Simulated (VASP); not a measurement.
# Ba (P6_3/mmc) in VASP: further runs

Runs on Ba. Level: PBE. Tasks: single point, relaxation of cell and atoms.

All numbers are computed with VASP 6.6.1; they aren't measurements. Logs are shortened: lines on timing, memory, paths and dates and some standing lists are left out, and cuts for length are marked.

**1. The structure**

The structure is hexagonal, space group P6_3/mmc (No. 194). The conventional cell has a = 4.472 Å, b = 4.472 Å, c = 7.304 Å, α = 90.00°, β = 90.00°, γ = 120.00°. Ba (site symmetry -6m2) has 12 Ba at 4.47 Å as nearest neighbours.

The cell was built by a generator and needn't be a form met in nature.

**2. Single point, PBE**

File INCAR:

```
SYSTEM = Ba
PREC     = Accurate       ! precision mode
ENCUT    = 520            ! plane-wave cutoff, eV
EDIFF    = 1E-6           ! SCF threshold, eV
ISMEAR   = 0              ! smearing method
SIGMA    = 0.05           ! smearing width, eV
LREAL    = .FALSE.        ! projectors in reciprocal space
LASPH    = .TRUE.         ! aspherical terms in the spheres
NELM     = 100            ! most SCF steps
ALGO     = Normal         ! electronic algorithm
ISIF     = 2              ! what is computed and relaxed
LWAVE    = .FALSE.        ! write WAVECAR
LCHARG   = .FALSE.        ! write CHGCAR
GGA      = PE             ! functional
NBANDS   = 17             ! bands
```

File KPOINTS:

```
regular mesh
0
G
  6 6 4
  0 0 0
```

File POSCAR:

```
Ba
1.0
    4.4720009691      0.0000000000      0.0000000000
   -2.2360004845      3.8728664450      0.0000000000
    0.0000000000      0.0000000000      7.3042682495
Ba
2
Direct
    0.3333333333      0.6666666667      0.7500000000
    0.6666666667      0.3333333333      0.2500000000
```

Potentials or basis: VASP PAW PBE potentials, release 64 (Ba_sv).

Started as:

```
$ cat potpaw_PBE.64/Ba_sv/POTCAR > POTCAR
$ mpirun -np 1 vasp_std > vasp.out
```

OUTCAR:

```text
SYSTEM = Ba
   PREC = Accurate
   ENCUT = 520
   EDIFF = 1E-6
   ISMEAR = 0
   LREAL = .FALSE.
   LASPH = .TRUE.
   NELM = 100
   ISIF = 2
   GGA = PE

 ion  position               nearest neighbor table
   1  0.333  0.667  0.750-   2 4.47   2 4.47   2 4.47   2 4.47   2 4.47   2 4.47
   2  0.667  0.333  0.250-   1 4.47   1 4.47   1 4.47   1 4.47   1 4.47   1 4.47

  LATTYP: Found a hexagonal cell.
 ALAT       =     4.4720009691
 C/A-ratio  =     1.6333333333

  Lattice vectors:

 A1 = (   4.4720009691,   0.0000000000,   0.0000000000)
 A2 = (  -2.2360004845,   3.8728664450,   0.0000000000)
 A3 = (   0.0000000000,   0.0000000000,   7.3042682495)

Analysis of symmetry for initial positions (statically):
=====================================================================
 Subroutine PRICEL returns:
 Original cell was already a primitive cell.

 Routine SETGRP: Setting up the symmetry group for a
 hexagonal supercell.

 Subroutine GETGRP returns: Found 24 space group operations
 (whereof 12 operations were pure point group operations)
 out of a pool of 24 trial point group operations.

The static configuration has the point symmetry D_3d.
 The point group associated with its full space group is D_6h.

Analysis of symmetry for dynamics (positions and initial velocities):
=====================================================================
 Subroutine PRICEL returns:
 Original cell was already a primitive cell.

 Routine SETGRP: Setting up the symmetry group for a
 hexagonal supercell.

 Subroutine GETGRP returns: Found 24 space group operations
 (whereof 12 operations were pure point group operations)
 out of a pool of 24 trial point group operations.

The dynamic configuration has the point symmetry D_3d.
 The point group associated with its full space group is D_6h.

 Subroutine INISYM returns: Found 24 space group operations
 (whereof 12 operations are pure point group operations),
 and found     1 'primitive' translations

----------------------------------------------------------------------------------------

                                     Primitive cell

  volume of cell :     126.5060

  direct lattice vectors                    reciprocal lattice vectors
     4.472000969  0.000000000  0.000000000     0.223613547  0.129103342  0.000000000
    -2.236000484  3.872866445  0.000000000     0.000000000  0.258206683  0.000000000
     0.000000000  0.000000000  7.304268249     0.000000000  0.000000000  0.136906253

  length of vectors
     4.472000969  4.472000969  7.304268249     0.258206683  0.258206683  0.136906253

  position of ions in fractional coordinates (direct lattice)
     0.333333333  0.666666667  0.750000000
     0.666666667  0.333333333  0.250000000

  ion indices of the primitive-cell ions
   primitive index   ion index
                 1           1
                 2           2

----------------------------------------------------------------------------------------

 KPOINTS: regular mesh

Automatic generation of k-mesh.
 Grid dimensions read from file:
 generate k-points for:    6    6    4

 Generating k-lattice:

  Cartesian coordinates                     Fractional coordinates (reciprocal lattice)
     0.037268925  0.021517224  0.000000000     0.166666667  0.000000000  0.000000000
     0.000000000  0.043034447  0.000000000     0.000000000  0.166666667  0.000000000
     0.000000000  0.000000000  0.034226563     0.000000000  0.000000000  0.250000000

  Length of vectors
     0.043034447  0.043034447  0.034226563

  Shift w.r.t. Gamma in fractional coordinates (k-lattice)
     0.000000000  0.000000000  0.000000000

 Subroutine IBZKPT returns following result:
 ===========================================

 Found     21 irreducible k-points:

 Following reciprocal coordinates:
            Coordinates               Weight
  0.000000  0.000000  0.000000      1.000000
  0.166667  0.000000  0.000000      6.000000
  0.333333  0.000000  0.000000      6.000000
  0.500000  0.000000  0.000000      3.000000
  0.166667  0.166667  0.000000      6.000000
  0.333333  0.166667  0.000000     12.000000
[... 13 lines left out ...]
  0.333333  0.166667  0.500000     12.000000
  0.333333  0.333333  0.500000      2.000000
   k-points           NKPTS =     21   k-points in BZ     NKDIM =     21   number of bands    NBANDS=     17
   number of dos      NEDOS =    301   number of ions     NIONS =      2
   total plane-waves  NPLWV =  69984
   dimension x,y,z NGX =    36 NGY =   36 NGZ =   54
   dimension x,y,z NGXF=    72 NGYF=   72 NGZF=  108
   ions per type =               2
   NGX,Y,Z   is equivalent  to a cutoff of  13.38, 13.38, 12.29 a.u.
   NGXF,Y,Z  is equivalent  to a cutoff of  26.77, 26.77, 24.58 a.u.
 SYSTEM =  Ba
   PREC   = accura    normal or accurate (medium, high low for compatibility)
   ISTART =      0    job   : 0-new  1-cont  2-samecut
   ICHARG =      2    charge: 1-file 2-atom 10-const
   ISPIN  =      1    spin polarized calculation?
   LNONCOLLINEAR =      F non collinear calculations
   LSORBIT =      F    spin-orbit coupling
   LASPH  =      T    aspherical Exc in radial PAW
   ENCUT  =  520.0 eV  38.22 Ry    6.18 a.u.   8.31  8.31 13.58*2*pi/ulx,y,z
   NELM   =    100;   NELMIN=  2; NELMDL= -5     # of ELM steps
   EDIFF  = 0.1E-05   stopping-criterion for ELM
   LREAL  =      F    real-space projection
   EDIFFG = 0.1E-04   stopping-criterion for IOM
   NSW    =      0    number of steps for IOM
   IBRION =     -1    ionic relax: 0-MD 1-quasi-New 2-CG
   NFREE  =      0    steps in history (QN), initial steepest desc. (CG)
   ISIF   =      2    stress and relaxation
   ISYM   =      2    0-nonsym 1-usesym 2-fastsym
   POTIM  = 0.5000    time-step for ionic-motion
   TEBEG  =    0.0;   TEEND  =   0.0 temperature during run
   PSTRESS=    0.0 pullay stress
   NELECT =      20.0000    total number of electrons
   NUPDOWN=      -1.0000    fix difference up-down
   EMIN   =  10.00;   EMAX   =-10.00  energy-range for DOS
   EFERMI =   0.00;   METHOD = LEGACY
   ISMEAR =     0;   SIGMA  =   0.05  broadening in eV -4-tet -1-fermi 0-gaus
   EFERMI_NEDOS =   21; number of points for ismear=-14 and -15
   IALGO  =     38    algorithm
   IMIX   =      4    mixing-type and parameters
     AMIX     =   0.40;   BMIX     =  1.00
     AMIX_MAG =   1.60;   BMIX_MAG =  1.00
  volume/ion in A,a.u.               =      63.25       426.85
  Fermi-wavevector in a.u.,A,eV,Ry     =   0.885213  1.672810 10.661553  0.783602
  Thomas-Fermi vector in A             =   2.006216
   LORBIT       =      0    0 simple, 1 ext, 2 COOP (PROOUT), +10 PAW based schemes
   GGA     = PE    functional components
   LHFCALC =     F    Hartree Fock is set to
   AEXX    =    0.0000 exact exchange contribution
   IVDW    =     0    specifies the selected vdW correction
   LEPSILON=     F    determine dielectric tensor
   LRPA    =     F    only Hartree local field effects (RPA)
 non-spin polarized calculation
 Gauss-broadening in eV      SIGMA  =   0.05
  energy-cutoff  :      520.00
  volume of cell :      126.51
 maximum number of plane-waves:      3422
 NGX is ok and might be reduce to    36
   NGX = 17   NGY = 17   NGZ = 27

 number of electron      20.0000001 magnetization

 Free energy of the ion-electron system (eV)
  ---------------------------------------------------
  ext. energy  EPLUGINS =         0.00000000
  ---------------------------------------------------
  free energy    TOTEN  =        -3.78259279 eV

  energy without entropy =       -3.77903781  energy(sigma->0) =       -3.78081530

 E-fermi :   1.6891     XC(G=0):  -7.3944

 val. band max:        1.6330491815   @ k =   0.3333   0.1667   0.0000
 cond. band min:       1.6920616746   @ k =   0.1667   0.1667   0.0000
 fundamental gap:      0.0590124930
 Fermi energy:         1.6891247776

 k-point     1 :       0.0000    0.0000    0.0000
  band No.  band energies     occupation
      1     -27.2409      2.00000
      2     -27.2015      2.00000
      3     -12.6550      2.00000
      4     -12.2561      2.00000
      5     -12.2561      2.00000
      6     -12.2013      2.00000
[... 9 lines left out ...]
     16       3.8349      0.00000
     17       4.3405      0.00000

 k-point     2 :       0.1667    0.0000    0.0000
  band No.  band energies     occupation
      1     -27.2321      2.00000
      2     -27.1973      2.00000
      3     -12.6164      2.00000
      4     -12.3453      2.00000
      5     -12.2873      2.00000
      6     -12.2834      2.00000
[... 9 lines left out ...]
     16       3.9036      0.00000
     17       3.9640      0.00000

 k-point     3 :       0.3333    0.0000    0.0000
  band No.  band energies     occupation
      1     -27.2130      2.00000
      2     -27.1903      2.00000
      3     -12.5229      2.00000
      4     -12.5219      2.00000
      5     -12.4566      2.00000
      6     -12.3343      2.00000
[... 9 lines left out ...]
     16       4.8257      0.00000
     17       5.0187      0.00000

 k-point     4 :       0.5000    0.0000    0.0000
  band No.  band energies     occupation
      1     -27.2015      2.00000
      2     -27.1886      2.00000
      3     -12.6086      2.00000
      4     -12.5360      2.00000
      5     -12.4537      2.00000
      6     -12.3587      2.00000
[... 9 lines left out ...]
     16       6.1615      0.00000
     17       6.1983      0.00000
[... 283 lines left out ...]
      1     -27.2049      2.00000
      2     -27.2049      2.00000
      3     -12.5142      2.00000
      4     -12.5142      2.00000
      5     -12.3305      2.00000
      6     -12.3305      2.00000
[... 9 lines left out ...]
     16       3.9893      0.00000
     17       5.2295      0.00000

 k-point    20 :       0.3333    0.1667    0.5000
  band No.  band energies     occupation
      1     -27.1951      2.00000
      2     -27.1951      2.00000
      3     -12.5914      2.00000
      4     -12.5914      2.00000
      5     -12.3814      2.00000
      6     -12.3814      2.00000
[... 9 lines left out ...]
     16       4.0327      0.00000
     17       5.7257      0.00000

 k-point    21 :       0.3333    0.3333    0.5000
  band No.  band energies     occupation
      1     -27.1918      2.00000
      2     -27.1918      2.00000
      3     -12.5601      2.00000
      4     -12.5601      2.00000
      5     -12.4668      2.00000
      6     -12.4668      2.00000
[... 9 lines left out ...]
     16       4.0447      0.00000
     17       5.5654      0.00000

------------------------ aborting loop because EDIFF is reached ----------------------------------------

  FORCE on cell =-STRESS in cart. coord.  units (eV):
  Direction    XX          YY          ZZ          XY          YZ          ZX
  --------------------------------------------------------------------------------------
  -------------------------------------------------------------------------------------
  Total       -0.0252726     -0.0252726      0.1431954     -0.0000000      0.0000000      0.0000000
  in kB       -0.3200726     -0.3200726      1.8135452     -0.0000000      0.0000000      0.0000000
  external PRESSURE =       0.3911333 kB  Pullay stress =       0.0000000 kB

 VOLUME and BASIS-vectors are now :
 -----------------------------------------------------------------------------
  energy-cutoff  :      520.00
  volume of cell :      126.51
      direct lattice vectors                 reciprocal lattice vectors
     4.472000969  0.000000000  0.000000000     0.223613547  0.129103342  0.000000000
    -2.236000484  3.872866445  0.000000000     0.000000000  0.258206683  0.000000000
     0.000000000  0.000000000  7.304268249     0.000000000  0.000000000  0.136906253

 POSITION                                       TOTAL-FORCE (eV/Angst)
 -----------------------------------------------------------------------------------
     -0.00000      2.58191      5.47820        -0.000000      0.000000      0.000000
      2.23600      1.29096      1.82607         0.000000     -0.000000      0.000000
 -----------------------------------------------------------------------------------
    total drift:                               -0.000000      0.000000     -0.000000

  FREE ENERGIE OF THE ION-ELECTRON SYSTEM (eV)
  ---------------------------------------------------
  free  energy   TOTEN  =        -3.7825927896 eV

  energy  without entropy=       -3.7790378091  energy(sigma->0) =       -3.78081530
```

It took 28 s on 1 thread of Intel Xeon Platinum 8259CL at 2.50GHz (Skylake/Cascade Lake), shared host; peak memory 0.25 GiB.

Results:

* Free energy: -3.7826 eV
* Pressure: 0.0 GPa
* Band gap on the k mesh: none (metal or under the smearing width)

Stress tensor (GPa, compression positive):
```
-0.03  0.00  0.00
 0.00 -0.03  0.00
 0.00  0.00  0.18
```

**3. Relaxation of cell and atoms, PBE**

File INCAR:

```
SYSTEM = Ba
  ALGO = Normal
  EDIFF = 1E-6
  EDIFFG = -0.03
  ENCUT = 600
  GGA = PE
  IBRION = 2
  ISIF = 3
  ISMEAR = 0
  LASPH = .True.
  LCHARG = .False.
  LREAL = .False.
  LWAVE = .False.
  NELM = 100
  NSW = 80
  PREC = Accurate
  SIGMA = 0.05
```

File KPOINTS:

```
k-points
0
Gamma
  6 6 4
  0 0 0
```

POSCAR is that of step 2.

Potentials or basis: VASP PAW PBE potentials, release 64 (Ba_sv).

Started as:

```
$ cat potpaw_PBE.64/Ba_sv/POTCAR > POTCAR
$ mpirun -np 1 vasp_std > vasp.out
```

It took 59 s on 1 thread of Intel Xeon Platinum 8259CL at 2.50GHz (Skylake/Cascade Lake), shared host; peak memory 0.29 GiB.

Results (log left out):

```
Free energy                            : -3.7835 eV
Relaxed volume                         : 63.63 Å³/atom
Relaxed cell                           : a = 4.464 Å, b = 4.464 Å, c = 7.376 Å, α = 90.00°, β = 90.00°, γ = 120.00°
Space group after relaxing (to 0.05 Å) : P6_3/mmc (No. 194)
Energy gained by relaxing              : 0.4 meV/atom
Ionic steps                            : 3
Pressure after relaxing                : 0.0 GPa
Band gap on the k mesh                 : none (metal or under the smearing width)
```

The path:
```
step  energy change (eV)  largest force (eV/Å)  pressure (GPa)  volume (Å³)
   1              0.0000                0.0000            0.04       126.51
   2             -0.0004                0.0000            0.02       126.77
   3             -0.0007                0.0000            0.00       127.26
```

Final structure:
```cif
data_structure
_symmetry_space_group_name_H-M 'P 1'
_symmetry_Int_Tables_number 1
_cell_length_a 4.4636
_cell_length_b 4.4636
_cell_length_c 7.3758
_cell_angle_alpha 90.000
_cell_angle_beta 90.000
_cell_angle_gamma 120.000
_cell_volume 127.26
loop_
_atom_site_label
_atom_site_type_symbol
_atom_site_fract_x
_atom_site_fract_y
_atom_site_fract_z
_atom_site_occupancy
Ba1 Ba 0.33333 0.66667 0.75000 1
Ba2 Ba 0.66667 0.33333 0.25000 1
```

Levels at points of the mesh, in eV from the Fermi level:
| k point | band 7 | band 8 | band 9 | band 10 | band 11 | band 12 | band 13 | band 14 |
| --- | --- | --- | --- | --- | --- | --- | --- | --- |
| (0.00, 0.00, 0.00) | -13.90 | -13.90 | -2.81 | -1.00 | 0.96 | 1.65 | 1.73 | 1.73 |
| (0.50, 0.00, 0.00) | -14.01 | -13.97 | -0.75 | -0.45 | -0.24 | 0.55 | 1.29 | 1.63 |
| (0.00, 0.00, 0.50) | -13.93 | -13.93 | -1.87 | -1.87 | 0.95 | 0.95 | 1.72 | 1.72 |
| (0.50, 0.00, 0.50) | -14.01 | -14.01 | -0.79 | -0.79 | 0.40 | 0.40 | 1.48 | 1.48 |

Spin-orbit coupling is left out, which matters for the levels of Ba.
